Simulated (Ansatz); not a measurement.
This script makes an equation of state with a fit of Zr, space group Fm-3m with the Ansatz DFT code, driven from Python.

`eos_zr.py`
```python
'''Bulk modulus of Zr from an E(V) curve.'''

import warnings

import ansatz as az
import numpy as np
from pymatgen.analysis.eos import EOS

VECTORS = np.array([
    [0.0, 2.255, 2.255],
    [2.255, 0.0, 2.255],
    [2.255, 2.255, 0.0],
])
SITES = [
    ('Zr', (0.0, 0.0, 0.0)),
]


def build(cell):
    crystal = az.Crystal(lattice=az.Lattice.of(cell))
    for symbol, position in SITES:
        crystal = crystal.atom(symbol, position)
    return crystal

warnings.simplefilter('ignore', az.DeckWarning)

# uniform scaling of the cell
volumes, energies, pressures = [], [], []
for scale in np.linspace(0.95, 1.07, 5):
    cell = VECTORS * scale ** (1 / 3)
    setup = (
        build(cell).calculation()
        .occupations('gaussian', width=0.1)
        .functional('pbe')
        .basis(500)
        .kpoints(9, 9, 9)
        .stress()
    )
    report = setup.run(threads=1).report
    volumes.append(abs(np.linalg.det(cell)) / len(SITES))
    energies.append(report['free_energy_ev'] / len(SITES))
    pressures.append(np.trace(report['stress_gpa']) / 3)
    print(f'V = {volumes[-1]:8.4f} A^3/atom  F = {energies[-1]:.5f} eV/atom  P = {pressures[-1]:8.3f} GPa')

for form in ['pourier_tarantola', 'murnaghan', 'vinet']:
    fit = EOS(eos_name=form).fit(volumes, energies)
    print(f'{form:18s} V0 {fit.v0:8.4f} A^3/atom  B0 {fit.b0_GPa:7.1f} GPa  B1 {fit.b1:5.2f}')
```

From its runs, with one value withheld:

| V (Å³/atom) | F less the lowest row shown (meV/atom) |
| --- | --- |
| 21.787 | ? |
| 22.475 | 7.73 |
| 23.163 | 0.00 |
| 23.851 | 3.87 |
| 24.539 | 18.07 |

What is the missing energy at 21.787 Å³ an atom?

A third-order Birch-Murnaghan fit, E = E0 + (9 V0 B0 / 16) [(t - 1)³ B' + (t - 1)² (6 - 4t)] with t = (V0/V)^(2/3), through the 4 rows shown gives V0 = 23.265 Å³, B0 = 89.7 GPa, B' = 2.96 and E0 = -0.13 meV. At V = 21.787 Å³, t = 1.04473, and the fit extrapolates to 28.51 meV. The run gave 28.28 meV, a miss of 0.23 meV.

Caveats:
- Spin is left out of this run.
- For a metal this k-point mesh is coarse: on a finer one energies can move by several to tens of meV an atom and pressures by half a GPa or more, differences at one mesh by less.
- Pressure is positive in compression.
- This isn't the structure that Zr takes at ambient conditions.
